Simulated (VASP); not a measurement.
# GaN (P6_3mc) in VASP: Born charges and dielectric tensor with LDA

Aim: the Born charges and dielectric tensor of GaN with LDA.

Everything below comes from runs of VASP 6.6.1. Logs are shortened: lines on timing, memory, paths and dates and some standing lists are left out, and cuts for length are marked.

**Measured values to compare with.**

From “Studying electronic properties in GaN without electrical contacts using γ-γ vs e−-γ Perturbed Angular Correlations”, 2019, pmc:6823545, for a bulk crystal of GaN: band gap 3.503 ± 0.005 eV (direct).

The results are compared with them further down.

### Step 1. Starting point

Symmetry: P6_3mc, No. 186, hexagonal system. The conventional cell has a = 3.243 Å, b = 3.243 Å, c = 5.282 Å, α = 90.00°, β = 90.00°, γ = 120.00°. Around Ga (site symmetry 3m) lie 4 N at 1.98 to 1.99 Å. N (site symmetry 3m) is surrounded by 4 Ga at 1.98 to 1.99 Å.

The cell is a database's computed one.

### Step 2. Born charges and dielectric tensor, LDA

Contents of INCAR:

```
PREC = Accurate
ENCUT = 600
EDIFF = 1E-8
ISMEAR = 0
SIGMA = 0.02
LREAL = F
LASPH = T
NELM = 80
ALGO = Normal
ISIF = 2
LWAVE = F
LCHARG = F
GGA = CA
LEPSILON = T
IBRION = 8
NSW = 1
```

Contents of KPOINTS:

```
Automatic mesh
0
Gamma
  12 12 6
```

Contents of POSCAR:

```
GaN
1.0
    3.2428700000      0.0000000000      0.0000000000
   -1.6214400000      2.8084100000      0.0000000000
    0.0000000000      0.0000000000      5.2820100000
Ga N
2 2
Direct
    0.6666700000      0.3333300000      0.4990700000
    0.3333300000      0.6666700000      0.9990700000
    0.6666700000      0.3333300000      0.8759300000
    0.3333300000      0.6666700000      0.3759300000
```

Potentials or basis: VASP PAW LDA potentials, release 64 (Ga_d, N).

On the command line:

```sh
$ cat potpaw_LDA.64/Ga_d/POTCAR potpaw_LDA.64/N/POTCAR > POTCAR
$ mpirun -np 1 vasp_std > vasp.out
```

OUTCAR:

```text
PREC = Accurate
   ENCUT = 600
   EDIFF = 1E-8
   ISMEAR = 0
   LREAL = F
   LASPH = T
   NELM = 80
   ISIF = 2
   GGA = CA
   LEPSILON = T
   IBRION = 8
   NSW = 1

 ion  position               nearest neighbor table
   1  0.667  0.333  0.499-   4 1.98   4 1.98   4 1.98   3 1.99
   2  0.333  0.667  0.999-   3 1.98   3 1.98   3 1.98   4 1.99
   3  0.667  0.333  0.876-   2 1.98   2 1.98   2 1.98   1 1.99
   4  0.333  0.667  0.376-   1 1.98   1 1.98   1 1.98   2 1.99

  LATTYP: Found a hexagonal cell.
 ALAT       =     3.2428700000
 C/A-ratio  =     1.6288071986

  Lattice vectors:

 A1 = (   3.2428700000,   0.0000000000,   0.0000000000)
 A2 = (  -1.6214400000,   2.8084100000,   0.0000000000)
 A3 = (   0.0000000000,   0.0000000000,   5.2820100000)

Analysis of symmetry for initial positions (statically):
=====================================================================
 Subroutine PRICEL returns:
 Original cell was already a primitive cell.

 Routine SETGRP: Setting up the symmetry group for a
 hexagonal supercell.

 Subroutine GETGRP returns: Found  4 space group operations
 (whereof  2 operations were pure point group operations)
 out of a pool of 24 trial point group operations.

The static configuration has the point symmetry C_1h.
 The point group associated with its full space group is C_2v.

Analysis of symmetry for dynamics (positions and initial velocities):
=====================================================================
 Subroutine PRICEL returns:
 Original cell was already a primitive cell.

 Routine SETGRP: Setting up the symmetry group for a
 hexagonal supercell.

 Subroutine GETGRP returns: Found  4 space group operations
 (whereof  2 operations were pure point group operations)
 out of a pool of 24 trial point group operations.

The dynamic configuration has the point symmetry C_1h.
 The point group associated with its full space group is C_2v.

 Subroutine INISYM returns: Found  4 space group operations
 (whereof  2 operations are pure point group operations),
 and found     1 'primitive' translations

----------------------------------------------------------------------------------------

                                     Primitive cell

  volume of cell :      48.1049

  direct lattice vectors                    reciprocal lattice vectors
     3.242870000  0.000000000  0.000000000     0.308368821  0.178037232  0.000000000
    -1.621440000  2.808410000  0.000000000     0.000000000  0.356073365  0.000000000
     0.000000000  0.000000000  5.282010000     0.000000000  0.000000000  0.189321868

  length of vectors
     3.242870000  3.242874404  5.282010000     0.356073849  0.356073365  0.189321868

  position of ions in fractional coordinates (direct lattice)
     0.666670000  0.333330000  0.499070000
     0.333330000  0.666670000  0.999070000
     0.666670000  0.333330000  0.875930000
     0.333330000  0.666670000  0.375930000

  ion indices of the primitive-cell ions
   primitive index   ion index
                 1           1
                 2           2
                 3           3
                 4           4

[... 792 lines left out ...]
[... ionic steps 4 to 9 ...]

--------------------------------------- Ionic step       10  -------------------------------------------

------------------------ aborting loop because EDIFF is reached ----------------------------------------

[... ionic steps 11 to 11 ...]

--------------------------------------- Ionic step       12  -------------------------------------------

 Free energy of the ion-electron system (eV)
  ---------------------------------------------------
  ---------------------------------------------------
  free energy    TOTEN  =        -0.24188430 eV

  energy without entropy =       -0.24188430

------------------------ aborting loop because EDIFF is reached ----------------------------------------

 INTERNAL STRAIN TENSOR  FOR ION    3  DIRECTION 3   (eV/Angst):
 -----------------------------------------------------------------------------
     3.24678 -0.01864  0.04008
    -0.01864  3.22527 -0.02314
    -0.02130  0.01230 -5.95380

 MACROSCOPIC STATIC DIELECTRIC TENSOR (including local field effects in DFT)
 ------------------------------------------------------
           6.094390    -0.000047     0.000000
          -0.000047     6.094357     0.000000
           0.000000    -0.000000     6.306081
 ------------------------------------------------------

 PIEZOELECTRIC TENSOR (including local field effects)  for field in x, y, z        (e  Angst)
          XX          YY          ZZ          XY          YZ          ZX
  --------------------------------------------------------------------------------
  x     0.00000     0.00000     0.00000     0.00000     0.00013     1.66550
  y     0.00000     0.00000     0.00000     0.00000     1.66566     0.00013
  z     1.55149     1.55152    -3.14284     0.00001     0.00000     0.00000

 PIEZOELECTRIC TENSOR (including local field effects)  for field in x, y, z        (C/m^2)
          XX          YY          ZZ          XY          YZ          ZX
  --------------------------------------------------------------------------------
  x     0.00000     0.00000     0.00000     0.00000     0.00004     0.55471
  y     0.00000     0.00000     0.00000     0.00000     0.55476     0.00004
  z     0.51674     0.51675    -1.04675     0.00000     0.00000     0.00000

 BORN EFFECTIVE CHARGES (including local field effects) (in |e|, cummulative output)
 ---------------------------------------------------------------------------------
 ion    1
    1     2.61634    -0.00000    -0.00001
    2    -0.00000     2.61635     0.00001
    3     0.00002    -0.00001     2.76066
 ion    2
    1     2.61634    -0.00000     0.00001
    2    -0.00000     2.61635    -0.00001
    3    -0.00002     0.00001     2.76066
 ion    3
    1    -2.61634     0.00000    -0.00000
    2     0.00000    -2.61635     0.00000
    3     0.00001    -0.00000    -2.76066
 ion    4
    1    -2.61634     0.00000     0.00000
    2     0.00000    -2.61635    -0.00000
    3    -0.00001     0.00000    -2.76066

 INTERNAL STRAIN TENSOR FOR ION    4 for displacements in x,y,z  (eV/Angst):
          X           Y           Z          XY          YZ          ZX
  --------------------------------------------------------------------------------
  x     0.00006    -0.00466    -0.00002    -6.51227    -0.01451     3.24422
  y    -6.37525     6.37793     0.00001    -0.22801     3.51570     0.00894
  z     3.24678     3.22527    -5.95380    -0.01864    -0.01230    -0.04008

 SECOND DERIVATIVES (NOT SYMMETRIZED)
 ------------------------------------
               1X          1Y          1Z          2X          2Y          2Z          3X          3Y          3Z          4X          4Y          4Z
  1X   -10.957878   -0.000700    0.000578    0.309751    0.000529    0.000278    1.276117   -0.000441   -0.000111    9.372010    0.000612   -0.000745
  1Y    -0.000700  -10.958726   -0.000333    0.000529    0.310362   -0.000161   -0.000441    1.275612    0.000064    0.000612    9.372751    0.000430
  1Z     0.000510   -0.000295  -17.105365   -0.001381    0.000798    7.435111    0.000603   -0.000348    4.822693    0.000268   -0.000155    4.847561
  2X     0.309751    0.000529   -0.000278  -10.957878   -0.000700   -0.000578    9.372010    0.000612    0.000745    1.276117   -0.000441    0.000111
  2Y     0.000529    0.310362    0.000161   -0.000700  -10.958726    0.000333    0.000612    9.372751   -0.000430   -0.000441    1.275612   -0.000064
  2Z     0.001381   -0.000798    7.435111   -0.000510    0.000295  -17.105365   -0.000268    0.000155    4.847561   -0.000603    0.000348    4.822693
  3X     1.281041   -0.000417    0.000190    9.373896    0.001029    0.000590  -11.193657   -0.001924   -0.000700    0.538720    0.001312   -0.000080
  3Y    -0.000417    1.280564   -0.000110    0.001029    9.375118   -0.000341   -0.001924  -11.195919    0.000404    0.001312    0.540237    0.000046
  3Z     0.000096   -0.000055    4.778307    0.000911   -0.000526    4.873215   -0.000878    0.000507  -15.009895   -0.000128    0.000074    5.358374
  4X     9.373896    0.001029   -0.000590    1.281041   -0.000417   -0.000190    0.538720    0.001312    0.000080  -11.193657   -0.001924    0.000700
  4Y     0.001029    9.375118    0.000341   -0.000417    1.280564    0.000110    0.001312    0.540237   -0.000046   -0.001924  -11.195919   -0.000404
  4Z    -0.000911    0.000526    4.873215   -0.000096    0.000055    4.778307    0.000128   -0.000074    5.358374    0.000878   -0.000507  -15.009895

 Eigenvectors and eigenvalues of the dynamical matrix
 ----------------------------------------------------

   1 f  =   18.855965 THz   118.475522 2PiTHz  628.967287 cm-1    77.981970 meV
             X         Y         Z           dx          dy          dz
      1.621450  0.936127  2.636093     0.000034   -0.000020   -0.001229
     -0.000020  1.872283  5.277098     0.000034   -0.000020    0.001229
      1.621450  0.936127  4.626671    -0.000076    0.000044   -0.707106
     -0.000020  1.872283  1.985666    -0.000076    0.000044    0.707106
[... 71 lines left out ...]
  12 f/i=    0.005182 THz     0.032561 2PiTHz    0.172864 cm-1     0.021432 meV
             X         Y         Z           dx          dy          dz
      1.621450  0.936127  2.636093    -0.000077    0.000045   -0.645175
     -0.000020  1.872283  5.277098     0.000077   -0.000045   -0.645175
      1.621450  0.936127  4.626671     0.000029   -0.000017   -0.289394
     -0.000020  1.872283  1.985666    -0.000029    0.000017   -0.289394

--------------------------------------------------------------------------------------------------------

 MACROSCOPIC STATIC DIELECTRIC TENSOR IONIC CONTRIBUTION
 ------------------------------------------------------
           4.834857    -0.000178     0.000000
          -0.000178     4.834669     0.000000
           0.000000     0.000000     5.934940
 ------------------------------------------------------

 ELASTIC MODULI CONTR FROM IONIC RELAXATION (kBar)
 Direction    XX          YY          ZZ          XY          YZ          ZX
 --------------------------------------------------------------------------------
 XX        -305.3333    159.2558    134.6558     -4.5843      0.0000     -0.0000
 YY         159.2558   -301.5535    130.9966      7.8597     -0.0000      0.0000
 ZZ         134.6558    130.9966   -244.7203     -3.1694      0.0000      0.0000
 XY          -4.5843      7.8597     -3.1694   -247.7076      0.0000      0.0000
 YZ           0.0000     -0.0000      0.0000      0.0000    -65.0487     -0.2727
 ZX          -0.0000      0.0000      0.0000     -0.0000     -0.2727    -69.1949
 --------------------------------------------------------------------------------

 PIEZOELECTRIC TENSOR IONIC CONTR  for field in x, y, z        (C/m^2)
          XX          YY          ZZ          XY          YZ          ZX
  --------------------------------------------------------------------------------
  x    -0.00000     0.00000     0.00000     0.00000    -0.00209    -0.54423
  y     0.00000    -0.00000     0.00000     0.00000    -0.52764    -0.00001
  z    -0.62396    -0.60704     1.13401     0.01465    -0.00000    -0.00000
```

Run time: 47 min. Hardware: 1 thread of Intel Xeon 6975P-C (Granite Rapids), shared host; peak memory 1.2 GiB.

Results:

```
Band gap on the k mesh                                  : 1.58 eV, direct
Electronic dielectric tensor (diagonal)                 : 6.09, 6.09, 6.31
Born charges (mean of the diagonal)                     : Ga +2.66; N -2.66 e
Highest phonon frequency at Γ, LO-TO splitting left out : 629 cm⁻¹
```

Phonon frequencies in cm⁻¹ (negative: imaginary):
```tsv
q point	frequencies
(0.000, 0.000, 0.000)	0 0 0 142 142 309 475 498 498 502 502 629
```

Electronic dielectric tensor:
```
6.09 0.00 0.00
0.00 6.09 0.00
0.00 0.00 6.31
```

Born effective charge tensors (e):
atom 1, Ga
```
2.62 0.00 0.00
0.00 2.62 0.00
0.00 0.00 2.76
```
atom 2, Ga
```
2.62 0.00 0.00
0.00 2.62 0.00
0.00 0.00 2.76
```
atom 3, N
```
-2.62  0.00  0.00
 0.00 -2.62  0.00
 0.00  0.00 -2.76
```
atom 4, N
```
-2.62  0.00  0.00
 0.00 -2.62  0.00
 0.00  0.00 -2.76
```

### Step 3. Against experiment

Step 2. Against the measured gap of GaN, 3.503 eV (direct; quoted in “Studying electronic properties in GaN without electrical contacts using γ-γ vs e−-γ Perturbed Angular Correlations”, 2019, pmc:6823545), the calculated 1.58 eV is off by -1.92 eV. So large a miss can be the level of theory's own, or it may mean another phase, state or a wrong row. Spin-orbit coupling on Ga is left out. The value is that of LDA, without temperature or zero-point motion. Semilocal functionals fall short of measured gaps as a rule. The cell is a database's relaxed one, not the measured one, which moves gaps too.
